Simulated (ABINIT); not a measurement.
# SiO2 (P6_422) in ABINIT: reference runs

Aim: a first look at SiO2 with PBE, on the cell as given.

All numbers are computed with ABINIT 10.8.3 (patched build); they aren't measurements. Logs are shortened: lines on timing, memory, paths and dates and some standing lists are left out, and cuts for length are marked. The log counts tension as positive stress, the text compression.

## Step 1: Starting point

It takes space group P6_422 (No. 181, hexagonal). Conventional cell: a = 5.061 Å, b = 5.061 Å, c = 5.541 Å, α = 90.00°, β = 90.00°, γ = 120.00°. Si (site symmetry 222) is surrounded by 4 O at 1.61 Å. Around O (site symmetry 2) lie 2 Si at 1.61 Å.

The cell comes from a database or a generator and needn't be the stable form of this composition.

## Step 2: Single point, PBE

run.abi

```
# Pseudopotentials
pp_dirpath "./"
pseudos "Si.GGA_PBE-JTH.xml, O.GGA_PBE-JTH.xml"

# Structure
acell 5.0605222284 5.0605222284 5.54135331 Angstrom
rprim
     1.0000000000     0.0000000000     0.0000000000
    -0.5000000000     0.8660254038     0.0000000000
     0.0000000000     0.0000000000     1.0000000000
ntypat 2
znucl 14 8
natom 9
typat 1 1 1 2 2 2 2 2 2
xred
     0.5000000000     0.0000000000     0.0000000000
     0.5000000000     0.5000000000     0.6666666667
     0.0000000000     0.5000000000     0.3333333333
     0.2086053700     0.7913946300     0.1666666667
     0.2086053700     0.4172107400     0.5000000000
     0.4172107400     0.2086053700     0.8333333333
     0.7913946300     0.2086053700     0.1666666667
     0.7913946300     0.5827892600     0.5000000000
     0.5827892600     0.7913946300     0.8333333333

# Plane-wave basis
ecut 625.861884 eV
pawecutdg 45.0
pawxcdev 0
pawovlp 30

# k points
kptopt 1
ngkpt 6 6 5
nshiftk 1
shiftk 0.0 0.0 0.0

# Exchange and correlation
ixc 11

# Bands and occupations
nband 30
occopt 3
tsmear 0.05 eV

# SCF cycle
nstep 100
tolvrs 1.0e-9

# Output
iomode 3
prtwf 0
prtden 0
prteig 0
prtebands 0
```

Potentials or basis: JTH PAW PBE v2.0.

Command:

```
abinit run.abi > log 2>&1
```

run.abo:

```text
.Version 10.8.3 of ABINIT
 Symmetries : space group P6_4 2 2 (#181); Bravais hP (primitive hexag.)
================================================================================
 Values of the parameters that define the memory need of the present run
     intxc =       0    ionmov =       0      iscf =      17    lmnmax =       8
     lnmax =       4     mgfft =      48  mpssoang =       2    mqgrid =    3163
     natom =       9  nloc_mem =       2    nspden =       1   nspinor =       1
    nsppol =       1      nsym =      12    n1xccc =       1    ntypat =       2
    occopt =       3   xclevel =       2
       mpw =        4385          nfft =       97200          nkpt =          21
 PAW method is used; the additional fine FFT grid is defined by:
   mgfftf=        64    nfftf =    230400
================================================================================
================================================================================

--------------------------------------------------------------------------------
------------- Echo of variables that govern the present computation ------------
--------------------------------------------------------------------------------
 -outvars: echo values of preprocessed input variables --------
            acell      9.5630010657E+00  9.5630010657E+00  1.0471640123E+01 Bohr
              amu      2.80855000E+01  1.59994000E+01
             ecut      2.30000000E+01 Hartree
              ixc          11
         kptrlatt        6    0    0      0    6    0      0    0    5
          kptrlen      5.23582006E+01
            natom           9
            nband          30
            ngfft          45      45      48
          ngfftdg          60      60      64
             nkpt          21
            nstep         100
             nsym          12
           ntypat           2
           occopt           3
        pawecutdg      4.50000000E+01 Hartree
          pawovlp      3.0000000000E+01
         pawxcdev           0
           prtden           0
        prtebands           0
           prteig           0
            prtwf           0
            rprim      1.0000000000E+00  0.0000000000E+00  0.0000000000E+00
                      -5.0000000000E-01  8.6602540380E-01  0.0000000000E+00
                       0.0000000000E+00  0.0000000000E+00  1.0000000000E+00
          spgroup         181
           tolvrs      1.00000000E-09
           tsmear      1.83746611E-03 Hartree
            typat      1  1  1  2  2  2  2  2  2
           useylm           1
           xangst      2.5302611142E+00  0.0000000000E+00 -1.0253563387E-16
                       1.2651305571E+00  2.1912704031E+00  3.6942355400E+00
                      -1.2651305571E+00  2.1912704031E+00  1.8471177700E+00
                      -9.4678294643E-01  3.4683192599E+00  9.2355888500E-01
                       5.4655419910E-18  1.8284430929E+00  2.7706766550E+00
                       1.5834781678E+00  9.1422154644E-01  4.6177944250E+00
                       3.4770440606E+00  9.1422154644E-01  9.2355888500E-01
                       2.5302611142E+00  2.5540977134E+00  2.7706766550E+00
                       9.4678294643E-01  3.4683192599E+00  4.6177944250E+00
            xcart      4.7815005329E+00  0.0000000000E+00 -1.9376426617E-16
                       2.3907502664E+00  4.1409009298E+00  6.9810934152E+00
                      -2.3907502664E+00  4.1409009298E+00  3.4905467076E+00
                      -1.7891604694E+00  6.5541735183E+00  1.7452733538E+00
                       1.0328377493E-17  3.4552566823E+00  5.2358200614E+00
                       2.9923400634E+00  1.7276283412E+00  8.7263667690E+00
                       6.5706610023E+00  1.7276283412E+00  1.7452733538E+00
                       4.7815005329E+00  4.8265451772E+00  5.2358200614E+00
                       1.7891604694E+00  6.5541735183E+00  8.7263667690E+00
             xred      5.0000000000E-01  0.0000000000E+00 -1.8503717077E-17
                       5.0000000000E-01  5.0000000000E-01  6.6666666667E-01
                       1.0296559889E-18  5.0000000000E-01  3.3333333333E-01
                       2.0860537000E-01  7.9139463000E-01  1.6666666667E-01
                       2.0860537000E-01  4.1721074000E-01  5.0000000000E-01
                       4.1721074000E-01  2.0860537000E-01  8.3333333333E-01
                       7.9139463000E-01  2.0860537000E-01  1.6666666667E-01
                       7.9139463000E-01  5.8278926000E-01  5.0000000000E-01
                       5.8278926000E-01  7.9139463000E-01  8.3333333333E-01
            znucl       14.00000    8.00000

================================================================================

 chkinp: Checking input parameters for consistency.

================================================================================
== DATASET  1 ==================================================================

--- !DatasetInfo
iteration_state: {dtset: 1, }
dimensions: {natom: 9, nkpt: 21, mband: 30, nsppol: 1, nspinor: 1, nspden: 1, mpw: 4385, }
cutoff_energies: {ecut:  23.0, pawecutdg:  45.0, }
electrons: {nelect:   4.80000000E+01, charge:   0.00000000E+00, occopt:   3.00000000E+00, tsmear:   1.83746611E-03, }
meta: {optdriver: 0, ionmov: 0, optcell: 0, iscf: 17, paral_kgb: 0, }
...

 Exchange-correlation functional for the present dataset will be:
  GGA: Perdew-Burke-Ernzerhof functional - ixc=11
  J.P.Perdew, K.Burke, M.Ernzerhof, PRL 77, 3865 (1996)

 Real(R)+Recip(G) space primitive vectors, cartesian coordinates (Bohr,Bohr^-1):
[... 141 lines left out ...]
    3      -0.000000000000      0.000000000000      0.000000000000
    4       0.022590802219     -0.022590802219      0.000000000000
    5       0.000000000000      0.022590802219      0.000000000000
    6       0.022590802219      0.000000000000      0.000000000000
    7      -0.022590802219      0.022590802219      0.000000000000
    8       0.000000000000     -0.022590802219      0.000000000000
    9      -0.022590802219     -0.000000000000      0.000000000000

 cartesian coordinates (angstrom) at end:
    1      2.53026111420000     0.00000000000000    -0.00000000000000
    2      1.26513055710000     2.19127040314449     3.69423554000000
    3     -1.26513055710000     2.19127040314449     1.84711777000000
    4     -0.94678294642709     3.46831925985297     0.92355888500000
    5      0.00000000000000     1.82844309287202     2.77067665500000
    6      1.58347816777291     0.91422154643601     4.61779442500000
    7      3.47704406062709     0.91422154643601     0.92355888500000
    8      2.53026111420000     2.55409771341696     2.77067665500000
    9      0.94678294642709     3.46831925985297     4.61779442500000

 cartesian forces (hartree/bohr) at end:
    1      0.00000000000000    -0.00000000000000     0.00000000000000
    2      0.00000000000000    -0.00000000000000     0.00000000000000
    3      0.00000000000000    -0.00000000000000     0.00000000000000
    4     -0.00236231305042     0.00136388207554    -0.00000000000000
    5      0.00000000000000    -0.00272776415109     0.00000000000000
    6     -0.00236231305042    -0.00136388207554     0.00000000000000
    7      0.00236231305042    -0.00136388207554    -0.00000000000000
    8      0.00000000000000     0.00272776415109     0.00000000000000
    9      0.00236231305042     0.00136388207554     0.00000000000000
 frms,max,avg= 1.2858804E-03 2.7277642E-03   0.000E+00  0.000E+00  0.000E+00 h/b

 cartesian forces (eV/Angstrom) at end:
    1      0.00000000000000    -0.00000000000000     0.00000000000000
    2      0.00000000000000    -0.00000000000000     0.00000000000000
    3      0.00000000000000    -0.00000000000000     0.00000000000000
    4     -0.12147502116106     0.07013363616589    -0.00000000000000
    5      0.00000000000000    -0.14026727233179     0.00000000000000
    6     -0.12147502116106    -0.07013363616589     0.00000000000000
    7      0.12147502116106    -0.07013363616589    -0.00000000000000
    8      0.00000000000000     0.14026727233179     0.00000000000000
    9      0.12147502116106     0.07013363616589     0.00000000000000
 frms,max,avg= 6.6122626E-02 1.4026727E-01   0.000E+00  0.000E+00  0.000E+00 e/A
 length scales=  9.563001065745  9.563001065745 10.471640122793 bohr
              =  5.060522228400  5.060522228400  5.541353310000 angstroms
 Fermi (or HOMO) energy (hartree) =   0.15727   Average Vxc (hartree)=  -0.31972
 Eigenvalues (hartree) for nkpt=  21  k points:
 kpt#   1, nband= 30, wtk=  0.00556, kpt=  0.0000  0.0000  0.0000 (reduced coord)
  -0.69667   -0.64298   -0.64298   -0.62097   -0.61907   -0.61907   -0.29753   -0.29752
  -0.19274   -0.18289   -0.17936   -0.17936   -0.08769   -0.08697   -0.08697   -0.07614
  -0.04514   -0.04480   -0.04480   -0.01813   -0.01813    0.00101    0.00101    0.01093
   0.22750    0.34883    0.34883    0.35724    0.35725    0.38735
      occupation numbers for kpt#   1
   2.00000    2.00000    2.00000    2.00000    2.00000    2.00000    2.00000    2.00000
   2.00000    2.00000    2.00000    2.00000    2.00000    2.00000    2.00000    2.00000
   2.00000    2.00000    2.00000    2.00000    2.00000    2.00000    2.00000    2.00000
   0.00000    0.00000    0.00000    0.00000    0.00000    0.00000
 prteigrs : prtvol=0 or 1, do not print more k-points.

--- !EnergyTerms
iteration_state     : {dtset: 1, }
comment             : Components of total free energy in Hartree
kinetic             :  5.18747493612580E+01
hartree             :  4.25699975422590E+01
xc                  : -2.52745855312156E+01
Ewald energy        : -6.46334946607060E+01
psp_core            :  2.41627125307421E+00
local_psp           : -1.28100406609077E+02
PAW spherical_terms :  1.18258915472042E+01
internal            : -1.09321577097203E+02
'-kT*entropy'       :  3.75883816424686E-15
total_energy        : -1.09321577097203E+02
total_energy_eV     : -2.97479165941178E+03
...

--- !EnergyTermsDC
iteration_state     : {dtset: 1, }
comment             : '"Double-counting" decomposition of free energy'
band_energy         : -1.13691474853111E+01
Ewald energy        : -6.46334946607060E+01
psp_core            :  2.41627125307421E+00
xc_dc               : -3.92029702442691E+01
PAW spherical_terms :  3.46778565651906E+00
internal            : -1.09321555480693E+02
'-kT*entropy'       :  3.75883816424686E-15
total_energy_dc     : -1.09321555480693E+02
total_energy_dc_eV  : -2.97479107119658E+03
...

--- !EnergyTermsWithPAWCore
iteration_state     : {dtset: 1, }
comment             : 'Components of total free energy, including PAW core contributions'
Total energy        : -1.32214169098591E+03
Total energy DC     : -1.32214166936940E+03
Total energy (eV)   : -3.59773082253320E+04
Total energy DC (eV): -3.59773076371168E+04
...

 Cartesian components of stress tensor (hartree/bohr^3)
  sigma(1 1)= -1.05424044E-04  sigma(3 2)=  0.00000000E+00
  sigma(2 2)= -1.05424044E-04  sigma(3 1)=  0.00000000E+00
  sigma(3 3)= -1.03944698E-04  sigma(2 1)=  0.00000000E+00

-Cartesian components of stress tensor (GPa)         [Pressure=  3.0872E+00 GPa]
- sigma(1 1)= -3.10168246E+00  sigma(3 2)=  0.00000000E+00
- sigma(2 2)= -3.10168246E+00  sigma(3 1)=  0.00000000E+00
- sigma(3 3)= -3.05815860E+00  sigma(2 1)=  0.00000000E+00

== END DATASET(S) ==============================================================
================================================================================

 -outvars: echo values of variables after computation  --------
            acell      9.5630010657E+00  9.5630010657E+00  1.0471640123E+01 Bohr
           etotal     -1.0932155548E+02
            fcart      4.8186763223E-20 -7.2280144825E-20  4.0246345807E-23
                       4.8186763250E-20 -7.2280144816E-20  2.8246486025E-23
                       4.8186763250E-20 -7.2280144816E-20  4.0246345807E-23
                      -2.3623130504E-03  1.3638820755E-03 -1.7543807089E-22
                       4.8186763222E-20 -2.7277641511E-03  4.0246345807E-23
                      -2.3623130504E-03 -1.3638820755E-03  4.0246345807E-23
                       2.3623130504E-03 -1.3638820755E-03 -9.4286489976E-23
                       4.8186763222E-20  2.7277641511E-03  4.0246345807E-23
                       2.3623130504E-03  1.3638820755E-03  4.0246345807E-23
            rprim      1.0000000000E+00  0.0000000000E+00  0.0000000000E+00
                      -5.0000000000E-01  8.6602540380E-01  0.0000000000E+00
                       0.0000000000E+00  0.0000000000E+00  1.0000000000E+00
           strten     -1.0542404384E-04 -1.0542404394E-04 -1.0394469800E-04
                       0.0000000000E+00  0.0000000000E+00  0.0000000000E+00
           xangst      2.5302611142E+00  0.0000000000E+00 -1.0253563387E-16
                       1.2651305571E+00  2.1912704031E+00  3.6942355400E+00
                      -1.2651305571E+00  2.1912704031E+00  1.8471177700E+00
                      -9.4678294643E-01  3.4683192599E+00  9.2355888500E-01
                       5.4655419910E-18  1.8284430929E+00  2.7706766550E+00
                       1.5834781678E+00  9.1422154644E-01  4.6177944250E+00
                       3.4770440606E+00  9.1422154644E-01  9.2355888500E-01
                       2.5302611142E+00  2.5540977134E+00  2.7706766550E+00
                       9.4678294643E-01  3.4683192599E+00  4.6177944250E+00
             xred      5.0000000000E-01  0.0000000000E+00 -1.8503717077E-17
                       5.0000000000E-01  5.0000000000E-01  6.6666666667E-01
                       1.0296559889E-18  5.0000000000E-01  3.3333333333E-01
                       2.0860537000E-01  7.9139463000E-01  1.6666666667E-01
                       2.0860537000E-01  4.1721074000E-01  5.0000000000E-01
                       4.1721074000E-01  2.0860537000E-01  8.3333333333E-01
                       7.9139463000E-01  2.0860537000E-01  1.6666666667E-01
                       7.9139463000E-01  5.8278926000E-01  5.0000000000E-01
                       5.8278926000E-01  7.9139463000E-01  8.3333333333E-01
 Calculation completed.
```

It took 3.6 min on 1 thread of Intel Xeon Platinum 8259CL at 2.50GHz (Skylake/Cascade Lake), shared host; peak memory 0.22 GiB.

What came out:

```
Free energy            : -2974.7911 eV
Pressure               : 3.1 GPa
Largest force          : 0.140 eV/Å
Band gap on the k mesh : 5.70 eV, indirect (least direct gap 5.89 eV)
```

Forces in eV/Å, atoms in the order of the input:
```
Si   0.000  0.000  0.000
Si   0.000  0.000  0.000
Si   0.000  0.000  0.000
O   -0.121  0.070  0.000
O    0.000 -0.140  0.000
O   -0.121 -0.070  0.000
O    0.121 -0.070  0.000
O    0.000  0.140  0.000
O    0.121  0.070  0.000
```

Levels at points of the mesh, in eV from the valence-band top:
| k point | band 22 | band 23 | band 24 | band 25 | band 26 | band 27 |
| --- | --- | --- | --- | --- | --- | --- |
| (0.00, 0.00, 0.00) | -0.46 | -0.46 | -0.20 | 5.70 | 9.00 | 9.00 |
| (0.50, 0.00, 0.00) | -1.00 | -0.35 | -0.01 | 7.76 | 8.59 | 9.68 |

Caveat: an odd mesh through Γ misses points on the zone boundary, where band edges often lie; the atomic spheres overlap.
